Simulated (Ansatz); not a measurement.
Runs of Ansatz 0.2.0 on CdO (Monteponite). The structure is cubic, space group Fm-3m (No. 225). The conventional cell has a = 4.699 Å, b = 4.699 Å, c = 4.699 Å, α = 90.00°, β = 90.00°, γ = 90.00°. Around Cd (site symmetry m-3m) lie 6 O at 2.35 Å. Around O (site symmetry m-3m) lie 6 Cd at 2.35 Å. 

```csv
task,level,k mesh,points for each segment of the path,q mesh,gap on the mesh (eV),V0 of scaled cells (Å³/atom),B0 (GPa)
band structure,RPBE,10 × 10 × 10,14,-,none,-,-
equation of state,BPBE,10 × 10 × 10,-,-,-,13.50,127
phonons,LDA,8 × 8 × 8,8,2 × 2 × 2,none,-,-
equation of state,BLYP+D3(BJ),10 × 10 × 10,-,-,-,(a),133
```

Alike in all rows: potentials or basis Ansatz PAW; no spin polarisation; cell as given; cutoff (eV) 420; smearing fermi-dirac 0.05 eV.

Q: Estimate the missing entries.

A: (a) 13.34.

Caveats: the PAW data sets come from PBE, with cores solved anew for the run's functional, which leaves a small shift of forces and pressure (some runs); this crystal is a semiconductor, whose small gap the functional closes, so the metal is an error of the method (some runs); the potentials were made for another functional, which shifts forces and pressure (some runs).

A k mesh can miss the band edges, and the runs leave out spin-orbit coupling on Cd.

A gap of «none» marks a metal or a gap under the smearing width.

Runs at the PBE level aren't shown here.
